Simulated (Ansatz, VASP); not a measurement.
**Ni: VASP beside Ansatz**

```
Ni
1.0
     0.00000    1.78100    1.78100
     1.78100    0.00000    1.78100
     1.78100    1.78100    0.00000
Ni
1
Direct
  0.00000 0.00000 0.00000
```

Change from the starting cell: parallel moments scaled by 0.1, free total moment.

Alike in both runs: task single point; functional LDA; k mesh 15 × 15 × 15; occupations gaussian, width 0.05 eV; collinear spin; Hubbard terms Ni d U = 4.2 eV.

|  | VASP | Ansatz |
| --- | --- | --- |
| version | VASP 6.6.1 | Ansatz 0.2.0 |
| potentials or method | VASP PAW LDA potentials, release 64 (Ni) | PAW, plane waves, scalar-relativistic |
| plane-wave cutoff (eV) | 520 | 420 |
| valence electrons in the cell | 10 | 18 |

```csv
,VASP,Ansatz,Ansatz less VASP
pressure (GPa),-28.7,-21.3,+7.37
net moment per atom (μB),0.66,0.65,-0.016
size of the moment on the site where the two differ most (μB),0.69,0.70,+0.002
```

Site moments also hang on the region over which each program counts them. The programs project onto different local orbitals, so the same U acts differently. The two sets of potentials don't hold the same shells in valence. Ansatz warned: «filled_band_counts_differ_across_k_points».

Caveats: the U is typed as a test and isn't derived for this compound. The state reached can hang on the start; a lower one may exist.
